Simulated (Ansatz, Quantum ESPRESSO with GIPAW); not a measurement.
# Solid-state NMR of BN by GIPAW, part 2 of 2

Aim: the magnetic shielding tensor of every site in BN and the field gradients at its nuclei.

Quantum ESPRESSO with GIPAW; PBEsol.

So far. Step 3 (GIPAW: job nmr): An axis of order three or more runs through N and B, so two principal values coincide and the skew is ±1. In this run the largest span is that of N (site symmetry 3m), with principal values 179.1, 179.1 and 210.3 ppm.

The database entry behind the starting cell has ideal inner coordinates that were not refined, so it need not match the best structure at ambient conditions.

## Step 5: NMR parameters by site (continued)

Simulated spectrum: 15N static powder, 7.05 T (30.4 MHz), lines broadened by 1 ppm; the axis counts ppm from the isotropic position of N, as −Δσ; rigid lattice, with dipolar and J couplings left out.

offset (ppm), intensity and a bar:
```
     15.6       0.00 
     14.3       0.00 
     13.0       0.01 
     11.8       0.03 #
     10.6       0.66 ####################
     10.1       1.00 ##############################
      9.3       0.68 #####################
      8.0       0.45 ##############
      6.8       0.37 ###########
      5.5       0.31 #########
      4.2       0.28 ########
      3.0       0.25 ########
      1.7       0.23 #######
      0.4       0.22 #######
     -0.9       0.20 ######
     -2.1       0.19 ######
     -3.4       0.19 ######
     -4.6       0.18 #####
     -5.8       0.17 #####
     -7.1       0.16 #####
     -8.4       0.16 #####
     -9.6       0.15 #####
    -10.9       0.15 ####
    -12.2       0.14 ####
    -13.5       0.14 ####
    -14.7       0.14 ####
    -16.0       0.13 ####
    -17.3       0.13 ####
    -18.5       0.13 ####
    -19.8       0.12 ####
    -21.0       0.03 #
    -22.2       0.00 
    -23.5       0.00 
    -24.8       0.00 
    -26.0       0.00
```

Most prominent maxima (ppm: height): 10.1: 1.00.

## Step 6: Cost against result

Each row names what was changed: another mesh tests the sampling of the zone; another functional shows how far the paramagnetic term hangs on the exchange-correlation form; the other centring of the mesh tests the sampling; another q tests the long-wave limit; another cutoff tests the basis.

Changes of σ_iso (ppm) against the run above (PBEsol, cutoffs 55 and 340 Ry, mesh 11×11×6, 3.6 min). Times are CPU times of pw.x and gipaw.x together, on 4 MPI ranks of Arm Neoverse V2, shared host; on a shared host they are rough. A run is marked as doubtful where the f-sum miss passes 0.015 electrons, or that much for each three atoms in larger cells (with Tl, Pb, Hg, Bi or Sn a third of that, or a mesh spacing over 0.26 Å⁻¹), or where the susceptibility is unphysically large.

```
                           run  CPU time  f-sum miss     N     B
                  mesh 14×14×7   5.4 min      7.0e-4  -0.0  +0.0
                           LDA   3.6 min      0.0011  -2.7  -3.0
                  mesh shifted   6.1 min      7.0e-4  +0.0  +0.0
                 q_gipaw 0.003   3.6 min      0.0011  +0.0  -0.0
cutoffs 35 and 340 Ry (marked)   1.7 min       0.022  -0.1  +0.3
```

The largest move is -3.0 ppm, on B, from LDA.

## Step 7: A run with a fault

For contrast, the same job on a spoilt input.

scf.in

```
&control
  calculation = 'scf'
  prefix = 'x'
  outdir = './tmp/'
  pseudo_dir = './'
/
&system
  ibrav = 0
  nat = 4
  ntyp = 2
  ecutwfc = 55
  ecutrho = 340
  nbnd = 8
/
&electrons
  conv_thr = 1.0d-10
  mixing_beta = 0.7
  electron_maxstep = 5
/
ATOMIC_SPECIES
  N 14.007 N.pbesol-n-kjpaw_psl.1.0.0-gipaw.UPF
  B 10.810 B.pbesol-n-kjpaw_psl.1.0.0-gipaw.UPF
CELL_PARAMETERS angstrom
  2.53600000 0.00000000 0.00000000
  -1.26800000 2.19624042 0.00000000
  0.00000000 0.00000000 4.19900000
ATOMIC_POSITIONS crystal
  N 0.33333333 0.66666667 0.87500000
  N 0.66666667 0.33333333 0.37500000
  B 0.33333333 0.66666667 0.50000000
  B 0.66666667 0.33333333 0.00000000
K_POINTS automatic
  11 11 6 0 0 0
```

Command:

```sh
mpirun -np 4 pw.x -nk 4 -in scf.in > scf.out
```

The program printed:

```text
[banner, memory and clock lines left out]
[...]
as large as its charge; the limit is 4.5
     Functions over the limit replaced by smooth ones with the moment of the charge, as mend_augmentation asks: 2
     This moves results (see INPUT_PW). Waves and levels in the save fit builds from 8.0dev_s219 on
     using ibrav=0 with symmetry is DISCOURAGED, use correct ibrav instead

     bravais-lattice index     =            0
     lattice parameter (alat)  =       4.7923  a.u.
     unit-cell volume          =     157.8235 (a.u.)^3
     number of atoms/cell      =            4
     number of atomic types    =            2
     number of electrons       =        16.00
     number of Kohn-Sham states=            8
     kinetic-energy cutoff     =      55.0000  Ry
     charge density cutoff     =     340.0000  Ry
     scf convergence threshold =      1.0E-10
     mixing beta               =       0.7000
     number of iterations used =            8  plain     mixing
     Exchange-correlation= SLA-PW-PSX-PSC
[...]
total energy              =     -78.26853925 Ry
     estimated scf accuracy    <       0.43848859 Ry

     iteration #  2     ecut=    55.00 Ry     beta= 0.70
     Davidson diagonalization with overlap
     ethr =  2.74E-03,  avg # of iterations =  2.1

     total energy              =     -78.38580174 Ry
     estimated scf accuracy    <       0.12846971 Ry

     iteration #  3     ecut=    55.00 Ry     beta= 0.70
     Davidson diagonalization with overlap
     ethr =  8.03E-04,  avg # of iterations =  2.0

     total energy              =     -78.40087058 Ry
     estimated scf accuracy    <       0.00292310 Ry

     iteration #  4     ecut=    55.00 Ry     beta= 0.70
     Davidson diagonalization with overlap
     ethr =  1.83E-05,  avg # of iterations =  3.2

     total energy              =     -78.40156069 Ry
     estimated scf accuracy    <       0.00214789 Ry

     iteration #  5     ecut=    55.00 Ry     beta= 0.70
     Davidson diagonalization with overlap
     ethr =  1.34E-05,  avg # of iterations =  3.0

     total energy              =     -78.40176299 Ry
     estimated scf accuracy    <       0.00368499 Ry

     End of self-consistent calculation

     convergence NOT achieved after   5 iterations: stopping

     XML data file, charge density
```

The job ended after 2.2 s (4 MPI ranks of Arm Neoverse V2, shared host; peak memory 0.21 GiB).

The SCF did not converge, so no response was computed. The fault: too few SCF iterations. 

## Step 8: Outcome

| Property | Result |
| --- | --- |
| 11B shielding without shape term | 83.6 ppm |
| 11B size of C_Q | 0.09 MHz |
| 15N shielding without shape term | 189.5 ppm |
| 14N size of C_Q | 0.23 MHz |

**Reading.** 11B has one site (BN4), with isotropic shielding 83.6 ppm (shape term left out) and C_Q 0.09 MHz. A shift needs a reference, δ = σ_ref − σ, fixed on measured compounds; for 11B of this kind at this level too few were at hand, or they scattered too widely about a line, so none is given. Going to mesh 14×14×7 changes no isotropic shielding by more than 0.0024 ppm, so the main run is converged in that respect. A higher cutoff was not carried through on these files. The largest change with the functional is 3.0 ppm in absolute shielding; part of that drops out once each functional has its own reference line. This build of gipaw.x prints that it is not audited and that its numbers are no references by themselves. It also reports spline_ps as false although the input sets it; why was not traced.

[Banner, clock, file and message-heading lines were taken out of the pw.x and gipaw.x logs.]

[Logs are printed without paths, hosts, clocks, repeated set-up lines and the standing remarks that a program may print on its own settings, such as how far it seeks lower states.]

[Hosts, paths, dates, database ids (printed as entryN), source tags and the programs' standing remarks are cut or masked in the printed files.]

[Where no reference line passes its bar on scatter, no shift is given, so a measured shift of this compound may stand uncompared.]
